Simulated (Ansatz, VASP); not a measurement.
## Os: VASP beside Ansatz

```
Os
1.0
     0.00000    1.96445    1.94500
     1.96445    0.00000    1.94500
     1.96445    1.96445    0.00000
Os
1
Cartesian
  0.0000 0.0000 0.0000
```

Change from the starting cell: equal xx and yy strain of +1 %.

Alike in both runs: task single point; functional PBEsol; k mesh 14 × 14 × 14; occupations fermi-dirac, width 0.05 eV; no spin polarisation.

```csv
,VASP,Ansatz
version,VASP 6.6.1,Ansatz 0.2.0
potentials or method,"VASP PAW PBE potentials, release 64 (Os), cutoff 520 eV","all-electron LAPW, scalar-relativistic"
```

Ansatz gave:

```
pressure (GPa)                                  : -26.0
largest component of the traceless stress (GPa) : 1.67
```

Question: Which values does VASP return?

Answer: Pressure (GPa): -26.2; largest component of the traceless stress (GPa): 1.66.

Ansatz ran all-electron here, so the differences hold the error of VASP's frozen core and of both bases.

Caveats: so large a pressure means that the cell lies far from this level's equilibrium, or that cutoff or potentials fall short (VASP); the potentials were made for another functional, which shifts forces and pressure (VASP). Spin-orbit coupling is left out, which matters for the levels of Os.
